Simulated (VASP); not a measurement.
# TiSe2 (P-3m1) in VASP: notebook

Aim: see how the results for TiSe2 move with the level of theory and the settings. Levels: PBE, LDA. Tasks: relaxation of cell and atoms.

The COD entry that gives the cell may itself be a prediction, so a difference from it is no test against experiment.

Everything below comes from runs of VASP 6.6.1. Logs are shortened: lines on timing, memory, paths and dates and some standing lists are left out, and cuts for length are marked.

### Step 1. The structure

It takes space group P-3m1 (No. 164, trigonal). The conventional cell has a = 3.524 Å, b = 3.524 Å, c = 6.662 Å, α = 90.00°, β = 90.00°, γ = 120.00°. Ti (site symmetry -3m) is surrounded by 6 Se at 2.56 Å. Se (site symmetry 3m) has 3 Ti at 2.56 Å as nearest neighbours.

### Step 2. Relaxation of cell and atoms, PBE

INCAR

```
SYSTEM = TiSe2
ALGO = Normal ; EDIFF = 1E-7
EDIFFG = -0.005 ; ENCUT = 300
GGA = PE ; IBRION = 2
ISIF = 3 ; ISMEAR = 1
LASPH = .True. ; LCHARG = .False.
LREAL = .False. ; LWAVE = .False.
NELM = 80 ; NSW = 90
PREC = Accurate ; SIGMA = 0.1
```

KPOINTS

```
k-points
0
Gamma
  6 6 3
  0 0 0
```

POSCAR

```
TiSe2                                   
1.0
    3.5236625596      0.0000000000      0.0000000000
   -1.7618312798      3.0515812910      0.0000000000
    0.0000000000      0.0000000000      6.6621793540
  Ti              Se            
     1     2
Direct
     0.0000000000000000    0.0000000000000000    0.0000000000000000
     0.3333333332999970    0.6666666667000030    0.2331200017900130
     0.6666666667000030    0.3333333332999970    0.7668799982099871
```

Potentials or basis: VASP PAW PBE potentials, release 64 (Ti, Se).

On the command line:

```bash
$ cat potpaw_PBE.64/Ti/POTCAR potpaw_PBE.64/Se/POTCAR > POTCAR
$ mpirun -np 1 vasp_std > vasp.out
```

OUTCAR:

```text
SYSTEM = TiSe2
   EDIFF = 1E-7
   EDIFFG = -0.005
   ENCUT = 300
   GGA = PE
   IBRION = 2
   ISIF = 3
   ISMEAR = 1
   LASPH = .True.
   LREAL = .False.
   NELM = 80
   NSW = 90
   PREC = Accurate

 ion  position               nearest neighbor table
   1  0.000  0.000  0.000-   2 2.56   3 2.56   3 2.56   2 2.56   3 2.56   2 2.56
   2  0.333  0.667  0.233-   1 2.56   1 2.56   1 2.56
   3  0.667  0.333  0.767-   1 2.56   1 2.56   1 2.56

  LATTYP: Found a hexagonal cell.
 ALAT       =     3.5236625596
 C/A-ratio  =     1.8906973189

  Lattice vectors:

 A1 = (   3.5236625596,   0.0000000000,   0.0000000000)
 A2 = (  -1.7618312798,   3.0515812910,   0.0000000000)
 A3 = (   0.0000000000,   0.0000000000,   6.6621793540)

Analysis of symmetry for initial positions (statically):
=====================================================================
 Subroutine PRICEL returns:
 Original cell was already a primitive cell.

 Routine SETGRP: Setting up the symmetry group for a
 hexagonal supercell.

 Subroutine GETGRP returns: Found 12 space group operations
 (whereof 12 operations were pure point group operations)
 out of a pool of 24 trial point group operations.

The static configuration has the point symmetry D_3d.

Analysis of symmetry for dynamics (positions and initial velocities):
=====================================================================
 Subroutine PRICEL returns:
 Original cell was already a primitive cell.

 Routine SETGRP: Setting up the symmetry group for a
 hexagonal supercell.

 Subroutine GETGRP returns: Found 12 space group operations
 (whereof 12 operations were pure point group operations)
 out of a pool of 24 trial point group operations.

The dynamic configuration has the point symmetry D_3d.

 Subroutine INISYM returns: Found 12 space group operations
 (whereof 12 operations are pure point group operations),
 and found     1 'primitive' translations

----------------------------------------------------------------------------------------

                                     Primitive cell

  volume of cell :      71.6367

  direct lattice vectors                    reciprocal lattice vectors
     3.523662560  0.000000000  0.000000000     0.283795620  0.163849477  0.000000000
    -1.761831280  3.051581291  0.000000000     0.000000000  0.327698955  0.000000000
     0.000000000  0.000000000  6.662179354     0.000000000  0.000000000  0.150101033

  length of vectors
     3.523662560  3.523662560  6.662179354     0.327698955  0.327698955  0.150101033

  position of ions in fractional coordinates (direct lattice)
     0.000000000  0.000000000  0.000000000
     0.333333333  0.666666667  0.233120002
     0.666666667  0.333333333  0.766879998

  ion indices of the primitive-cell ions
   primitive index   ion index
                 1           1
                 2           2
                 3           3

----------------------------------------------------------------------------------------

 KPOINTS: k-points

Automatic generation of k-mesh.
 Grid dimensions read from file:
 generate k-points for:    6    6    3

 Generating k-lattice:

  Cartesian coordinates                     Fractional coordinates (reciprocal lattice)
     0.047299270  0.027308246  0.000000000     0.166666667 -0.000000000  0.000000000
     0.000000000  0.054616492  0.000000000     0.000000000  0.166666667  0.000000000
     0.000000000  0.000000000  0.050033678     0.000000000  0.000000000  0.333333333

  Length of vectors
     0.054616492  0.054616492  0.050033678

  Shift w.r.t. Gamma in fractional coordinates (k-lattice)
     0.000000000  0.000000000  0.000000000

 Subroutine IBZKPT returns following result:
 ===========================================

 Found     17 irreducible k-points:

 Following reciprocal coordinates:
            Coordinates               Weight
  0.000000  0.000000  0.000000      1.000000
  0.166667  0.000000  0.000000      6.000000
  0.333333  0.000000  0.000000      6.000000
  0.500000  0.000000  0.000000      3.000000
  0.166667  0.166667  0.000000      6.000000
  0.333333  0.166667  0.000000     12.000000
[... 9 lines left out ...]
 -0.166667  0.500000  0.333333     12.000000
  0.333333  0.333333  0.333333      4.000000
   k-points           NKPTS =     17   k-points in BZ     NKDIM =     17   number of bands    NBANDS=     12
   number of dos      NEDOS =    301   number of ions     NIONS =      3
   total plane-waves  NPLWV =  16000
   dimension x,y,z NGX =    20 NGY =   20 NGZ =   40
   dimension x,y,z NGXF=    40 NGYF=   40 NGZF=   80
   ions per type =               1   2
   NGX,Y,Z   is equivalent  to a cutoff of   9.44,  9.44,  9.98 a.u.
   NGXF,Y,Z  is equivalent  to a cutoff of  18.87, 18.87, 19.96 a.u.
 SYSTEM =  TiSe2
   PREC   = accura    normal or accurate (medium, high low for compatibility)
   ISTART =      0    job   : 0-new  1-cont  2-samecut
   ICHARG =      2    charge: 1-file 2-atom 10-const
   ISPIN  =      1    spin polarized calculation?
   LNONCOLLINEAR =      F non collinear calculations
   LSORBIT =      F    spin-orbit coupling
   LASPH  =      T    aspherical Exc in radial PAW
   ENCUT  =  300.0 eV  22.05 Ry    4.70 a.u.   4.98  4.98  9.41*2*pi/ulx,y,z
   NELM   =     80;   NELMIN=  2; NELMDL= -5     # of ELM steps
   EDIFF  = 0.1E-06   stopping-criterion for ELM
   LREAL  =      F    real-space projection
   EDIFFG = -.5E-02   stopping-criterion for IOM
   NSW    =     90    number of steps for IOM
   IBRION =      2    ionic relax: 0-MD 1-quasi-New 2-CG
   NFREE  =      1    steps in history (QN), initial steepest desc. (CG)
   ISIF   =      3    stress and relaxation
   ISYM   =      2    0-nonsym 1-usesym 2-fastsym
   POTIM  = 0.5000    time-step for ionic-motion
   TEBEG  =    0.0;   TEEND  =   0.0 temperature during run
   PSTRESS=    0.0 pullay stress
   NELECT =      16.0000    total number of electrons
   NUPDOWN=      -1.0000    fix difference up-down
   EMIN   =  10.00;   EMAX   =-10.00  energy-range for DOS
   EFERMI =   0.00;   METHOD = LEGACY
   ISMEAR =     1;   SIGMA  =   0.10  broadening in eV -4-tet -1-fermi 0-gaus
   EFERMI_NEDOS =   21; number of points for ismear=-14 and -15
   IALGO  =     38    algorithm
   IMIX   =      4    mixing-type and parameters
     AMIX     =   0.40;   BMIX     =  1.00
     AMIX_MAG =   1.60;   BMIX_MAG =  1.00
  volume/ion in A,a.u.               =      23.88       161.14
  Fermi-wavevector in a.u.,A,eV,Ry     =   0.993275  1.877018 13.423451  0.986596
  Thomas-Fermi vector in A             =   2.125146
   LORBIT       =      0    0 simple, 1 ext, 2 COOP (PROOUT), +10 PAW based schemes
   GGA     = PE    functional components
   LHFCALC =     F    Hartree Fock is set to
   AEXX    =    0.0000 exact exchange contribution
   IVDW    =     0    specifies the selected vdW correction
   LEPSILON=     F    determine dielectric tensor
   LRPA    =     F    only Hartree local field effects (RPA)
 conjugate gradient relaxation of ions
 non-spin polarized calculation
 Methfessel and Paxton  Order N= 1 SIGMA  =   0.10
  energy-cutoff  :      300.00
  volume of cell :       71.64
 maximum number of plane-waves:       861
   NGX =  9   NGY =  9   NGZ = 19

--------------------------------------- Ionic step        1  -------------------------------------------

 number of electron      16.0000003 magnetization

 Free energy of the ion-electron system (eV)
  ---------------------------------------------------
  ext. energy  EPLUGINS =         0.00000000
  ---------------------------------------------------
  free energy    TOTEN  =       -18.06104117 eV

  energy without entropy =      -18.06054367  energy(sigma->0) =      -18.06087534

------------------------ aborting loop because EDIFF is reached ----------------------------------------

  FORCE on cell =-STRESS in cart. coord.  units (eV):
  Direction    XX          YY          ZZ          XY          YZ          ZX
  --------------------------------------------------------------------------------------
  -------------------------------------------------------------------------------------
  Total        0.0088358      0.0088358      0.0501788      0.0000000     -0.0000000      0.0000000
  in kB        0.1976163      0.1976163      1.1222643      0.0000000     -0.0000000      0.0000000
  external PRESSURE =       0.5058323 kB  Pullay stress =       0.0000000 kB
[... 92 lines left out ...]
  FREE ENERGIE OF THE ION-ELECTRON SYSTEM (eV)
  ---------------------------------------------------
  free  energy   TOTEN  =       -18.0610543313 eV

  energy  without entropy=      -18.0605631430  energy(sigma->0) =      -18.06089060

[... ionic steps 4 to 12 ...]

--------------------------------------- Ionic step       13  -------------------------------------------

 number of electron      16.0000000 magnetization

------------------------ aborting loop because EDIFF is reached ----------------------------------------

  FORCE on cell =-STRESS in cart. coord.  units (eV):
  Direction    XX          YY          ZZ          XY          YZ          ZX
  --------------------------------------------------------------------------------------
  -------------------------------------------------------------------------------------
  Total       -0.0182512     -0.0182512     -0.0649054      0.0000000     -0.0000000      0.0000000
  in kB       -0.4037254     -0.4037254     -1.4357390      0.0000000     -0.0000000      0.0000000
  external PRESSURE =      -0.7477300 kB  Pullay stress =       0.0000000 kB
[... 59 lines left out ...]
  energy  without entropy=      -18.0608528153  energy(sigma->0) =      -18.06111991

--------------------------------------- Ionic step       15  -------------------------------------------

 number of electron      16.0000000 magnetization

 Free energy of the ion-electron system (eV)
  ---------------------------------------------------
  ext. energy  EPLUGINS =         0.00000000
  ---------------------------------------------------
  free energy    TOTEN  =       -18.06128344 eV

  energy without entropy =      -18.06088999  energy(sigma->0) =      -18.06115229

 E-fermi :   2.3640     XC(G=0):  -9.2023

 val. band max:        2.3118309858   @ k =   0.5000   0.0000   0.3333
 cond. band min:       2.4116610048   @ k =   0.5000   0.0000   0.0000
 fundamental gap:      0.0998300190
 Fermi energy:         2.3640041509

 k-point     1 :       0.0000    0.0000    0.0000
  band No.  band energies     occupation
      1     -11.2916      2.00000
      2     -10.2823      2.00000
      3      -2.4310      2.00000
      4       0.2576      2.00000
      5       0.2576      2.00000
      6       1.7853      2.00000
      7       2.8415     -0.00000
      8       2.8415     -0.00000
      9       2.9614     -0.00000
     10       2.9614     -0.00000
     11       2.9946     -0.00000
     12       5.8105      0.00000
[... 268 lines left out ...]
  FREE ENERGIE OF THE ION-ELECTRON SYSTEM (eV)
  ---------------------------------------------------
  free  energy   TOTEN  =       -18.0612834430 eV

  energy  without entropy=      -18.0608899861  energy(sigma->0) =      -18.06115229

 reached required accuracy - stopping structural energy minimisation
```

Run time: 79 s. Hardware: 1 thread of Intel Xeon Platinum 8259CL at 2.50GHz (Skylake/Cascade Lake), shared host; peak memory 0.14 GiB.

Results:

```
Free energy                            : -18.0613 eV
Relaxed volume                         : 24.19 Å³/atom
Relaxed cell                           : a = 3.522 Å, b = 3.522 Å, c = 6.756 Å, α = 90.00°, β = 90.00°, γ = 120.00°
Space group after relaxing (to 0.05 Å) : P-3m1 (No. 164)
Energy gained by relaxing              : 0.1 meV/atom
Ionic steps                            : 15
Pressure after relaxing                : 0.0 GPa
Largest force after relaxing           : 0.005 eV/Å
Band gap on the k mesh                 : none (metal or under the smearing width)
```

Forces in eV/Å, atoms in the order of the input:
```
Ti   0.000  0.000  0.000
Se   0.000  0.000 -0.005
Se   0.000  0.000  0.005
```

Step by step:
| step | energy change (eV) | largest force (eV/Å) | pressure (GPa) | volume (Å³) |
| --- | --- | --- | --- | --- |
| 1 | 0.0000 | 0.0036 | 0.05 | 71.64 |
| 2 | 0.0000 | 0.0138 | -0.04 | 71.71 |
| 3 | 0.0000 | 0.0073 | -0.01 | 71.69 |
| 4 | 0.0000 | 0.0086 | -0.01 | 71.69 |
| 5 | 0.0000 | 0.0089 | 0.00 | 71.70 |
| 6 | 0.0000 | 0.0098 | 0.04 | 71.71 |
| 7 | 0.0000 | 0.0104 | 0.03 | 71.73 |
| 8 | -0.0001 | 0.0116 | 0.02 | 71.78 |
| 9 | -0.0001 | 0.0145 | 0.00 | 71.90 |
| 10 | -0.0002 | 0.0198 | -0.04 | 72.13 |
| 11 | -0.0002 | 0.0301 | -0.12 | 72.60 |
| 12 | -0.0002 | 0.0256 | -0.08 | 72.41 |
| 13 | -0.0002 | 0.0235 | -0.07 | 72.43 |
| 14 | -0.0002 | 0.0174 | -0.05 | 72.48 |
| 15 | -0.0002 | 0.0046 | 0.01 | 72.58 |

Final structure:
```
CELL_PARAMETERS angstrom
3.52204 0.00000 0.00000
-1.76102 3.05018 0.00000
0.00000 0.00000 6.75615
ATOMIC_POSITIONS crystal
Ti 0.00000 0.00000 0.00000
Se 0.33333 0.66667 0.23014
Se 0.66667 0.33333 0.76986
```

Caveat: this functional lacks dispersion, which binds the layers, so the pressure and a relaxed spacing across them are unreliable. Zero-point motion and thermal expansion aren't in these numbers.

### Step 3. Relaxation of cell and atoms, LDA, target pressure 3.12 GPa, at which the enthalpy is minimised

This run uses another cell than the first one, of 21.67 Å³/atom, 0.908 times its volume.

INCAR

```
ALGO = Normal
EDIFF = 1E-6
EDIFFG = -0.01
ENCUT = 600
GGA = CA
IBRION = 2
ISIF = 3
ISMEAR = 1
LASPH = True
LCHARG = False
LREAL = False
LWAVE = False
NELM = 80
NSW = 90
PREC = Accurate
PSTRESS = 31.2
SIGMA = 0.1
```

KPOINTS

```
k-points
0
Gamma
  12 12 6
```

POSCAR

```
TiSe2
1.0
    3.5360000000      0.0000000000      0.0000000000
   -1.7680000000      3.0622658278      0.0000000000
    0.0000000000      0.0000000000      6.0040000000
Ti Se
1 2
Direct
    0.0000000000      0.0000000000      0.0000000000
    0.3333333333      0.6666666667      0.2552000000
    0.6666666667      0.3333333333      0.7448000000
```

Potentials or basis: VASP PAW LDA potentials, release 64 (Ti_sv, Se).

On the command line:

```bash
$ cat potpaw_LDA.64/Ti_sv/POTCAR potpaw_LDA.64/Se/POTCAR > POTCAR
$ mpirun -np 1 vasp_std > vasp.out
```

Wall time 6.3 min (1 thread of Intel Xeon 6975P-C (Granite Rapids), shared host); peak memory 0.27 GiB.

Results (log left out):

```yaml
Free_energy: -20.3112 eV
Relaxed_volume: 18.76 Å³/atom
Relaxed_cell: a = 3.392 Å, b = 3.392 Å, c = 5.648 Å, α = 90.00°, β = 90.00°, γ = 120.00°
Space_group_after_relaxing_to_0.05_Å: P-3m1 (No. 164)
Energy_change_on_relaxing_the_enthalpy_is_what_falls: -13.2 meV/atom
Ionic_steps: 14
Pressure_after_relaxing: 3.2 GPa
Largest_force_after_relaxing: 0.003 eV/Å
Band_gap_on_the_k_mesh: none (metal or under the smearing width)
```

Forces in eV/Å, atoms in the order of the input:
```
Ti   0.000  0.000  0.000
Se   0.000  0.000 -0.003
Se   0.000  0.000  0.003
```

The path:
```
step  energy change (eV)  largest force (eV/Å)  pressure (GPa)  volume (Å³)
   1              0.0000                0.2554           -4.53        65.01
   2              0.1778                1.6985           12.40        55.75
   3             -0.0334                0.6380            2.79        60.11
   4             -0.0473                0.4635            2.77        59.15
   5             -0.0306                0.0001            3.02        56.93
   6             -0.0387                0.0840            2.96        57.30
   7             -0.0408                0.0737            3.24        56.73
   8             -0.0333                0.0474            3.74        56.01
   9             -0.0466                0.1662            1.81        56.82
  10             -0.0388                0.0196            3.12        56.26
  11             -0.0387                0.0181            3.11        56.26
  12             -0.0362                0.0144            3.44        56.13
  13             -0.0385                0.0165            3.17        56.25
  14             -0.0395                0.0032            3.18        56.29
```

Final structure:
```cif
data_structure
_symmetry_space_group_name_H-M 'P 1'
_symmetry_Int_Tables_number 1
_cell_length_a 3.3925
_cell_length_b 3.3925
_cell_length_c 5.6480
_cell_angle_alpha 90.000
_cell_angle_beta 90.000
_cell_angle_gamma 120.000
_cell_volume 56.29
loop_
_atom_site_label
_atom_site_type_symbol
_atom_site_fract_x
_atom_site_fract_y
_atom_site_fract_z
_atom_site_occupancy
Ti1 Ti 0.00000 0.00000 0.00000 1
Se1 Se 0.33333 0.66667 0.27394 1
Se2 Se 0.66667 0.33333 0.72606 1
```

Levels at points of the mesh, in eV from the Fermi level:
```tsv
k point	band 9	band 10	band 11	band 12	band 13	band 14	band 15	band 16
(0.00, 0.00, 0.00)	-2.25	0.51	0.59	0.59	0.73	0.86	0.86	3.46
(0.50, 0.00, 0.00)	-3.16	-3.04	-2.23	-1.50	0.00	1.69	2.15	3.44
(0.00, 0.00, 0.50)	-2.13	-2.13	0.38	0.38	0.55	0.55	1.46	4.13
(0.50, 0.00, 0.50)	-3.00	-2.68	-0.92	-0.65	-0.40	1.68	2.12	3.18
```

Caveat: the cell is relaxed towards a set pressure, so the enthalpy falls and the energy may rise. Zero-point motion and thermal expansion aren't in these numbers.

### Step 4. Relaxation of cell and atoms, LDA, target pressure 3.12 GPa, at which the enthalpy is minimised

This run uses another cell than the first one, of 18.76 Å³/atom, 0.786 times its volume.

INCAR, as its differences from that of step 3:

```diff
@@ -1,4 +1,4 @@
 ALGO = Normal
-EDIFF = 1E-6
-EDIFFG = -0.01
+EDIFF = 1E-7
+EDIFFG = -0.005
 ENCUT = 600
```

KPOINTS is that of step 3.

POSCAR

```
TiSe2                                   
1.0
    3.3924680040      0.0000000000      0.0000000000
   -1.6962340020      2.9379634730     -0.0000000000
    0.0000000000     -0.0000000000      5.6480472803
  Ti              Se            
     1     2
Direct
     0.0000000000000000    0.0000000000000000    0.0000000000000000
     0.3333333332999970    0.6666666667000030    0.2739377132120127
     0.6666666667000030    0.3333333332999970    0.7260622867879872
```

On the command line:

```bash
$ cat potpaw_LDA.64/Ti_sv/POTCAR potpaw_LDA.64/Se/POTCAR > POTCAR
$ mpirun -np 1 vasp_std > vasp.out
```

It took 99 s on 1 thread of Intel Xeon 6975P-C (Granite Rapids), shared host; peak memory 0.25 GiB.

The run converged. Its results:

| Item | Value |
| --- | --- |
| Free energy | -20.3104 eV |
| Relaxed volume | 18.77 Å³/atom |
| Relaxed cell | a = 3.393 Å, b = 3.393 Å, c = 5.649 Å, α = 90.00°, β = 90.00°, γ = 120.00° |
| Space group after relaxing (to 0.05 Å) | P-3m1 (No. 164) |
| Energy change on relaxing (the enthalpy is what falls) | -0.2 meV/atom |
| Ionic steps | 4 |
| Pressure after relaxing | 3.1 GPa |
| Band gap on the k mesh | none (metal or under the smearing width) |

Forces in eV/Å, atoms in the order of the input:
```
Ti   0.000  0.000  0.000
Se   0.000  0.000 -0.003
Se   0.000  0.000  0.003
```

Step by step:
| step | energy change (eV) | largest force (eV/Å) | pressure (GPa) | volume (Å³) |
| --- | --- | --- | --- | --- |
| 1 | 0.0000 | 0.0027 | 3.17 | 56.29 |
| 2 | -0.0009 | 0.0089 | 3.08 | 56.34 |
| 3 | -0.0005 | 0.0059 | 3.11 | 56.32 |
| 4 | -0.0006 | 0.0028 | 3.12 | 56.32 |

Final structure:
```
CELL_PARAMETERS angstrom
3.39318 0.00000 0.00000
-1.69659 2.93858 0.00000
0.00000 0.00000 5.64875
ATOMIC_POSITIONS crystal
Ti 0.00000 0.00000 0.00000
Se 0.33333 0.66667 0.27387
Se 0.66667 0.33333 0.72613
```

Levels at points of the mesh, in eV from the Fermi level:
```csv
k point,band 9,band 10,band 11,band 12,band 13,band 14,band 15,band 16
"(0.00, 0.00, 0.00)",-2.25,0.51,0.58,0.58,0.73,0.86,0.86,3.46
"(0.50, 0.00, 0.00)",-3.16,-3.04,-2.23,-1.50,0.01,1.68,2.15,3.44
"(0.00, 0.00, 0.50)",-2.13,-2.13,0.38,0.38,0.55,0.55,1.46,4.13
"(0.50, 0.00, 0.50)",-3.00,-2.68,-0.93,-0.65,-0.40,1.68,2.12,3.18
```

Caveat: the cell is relaxed towards a set pressure, so the enthalpy falls and the energy may rise.

(Part 1 of 2 ends here.)
